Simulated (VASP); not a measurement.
The system is ZnO (zincite).

```xyz
4
Lattice="3.2493 0.0000 0.0000 -1.6247 2.8140 0.0000 0.0000 0.0000 5.2057" Properties=species:S:1:pos:R:3 pbc="T T T"
Zn    1.6247    0.9380    0.0000
Zn    0.0000    1.8760    2.6029
O     0.0000    1.8760    4.5759
O     1.6247    0.9380    1.9730
```

Base run:

```yaml
Program: VASP 6.6.1
Functional: HSE06
Potentials_or_basis: VASP PAW PBE potentials, release 64 (Zn, O)
Cutoff: 520 eV
k_mesh: 6 × 6 × 4
Occupations: gaussian, width 0.02 eV
Spin: no spin polarisation
```

Its results: band gap on the k mesh 2.50 eV, direct; pressure 1.7 GPa; largest force 0.083 eV/Å.

Question: After a change of settings the same cell gave: band gap on the k mesh 2.86 eV, direct; pressure -1.6 GPa; largest force 0.089 eV/Å. Which change was it?
A. functional from HSE06 to HSE03
B. functional from HSE06 to PBE0
C. functional from HSE06 to r2SCAN-EpsX

Answer: C.

Caveats: the PAW data sets were made with another functional, which shifts forces and pressure a little.

Not every run made on this cell is shown here.
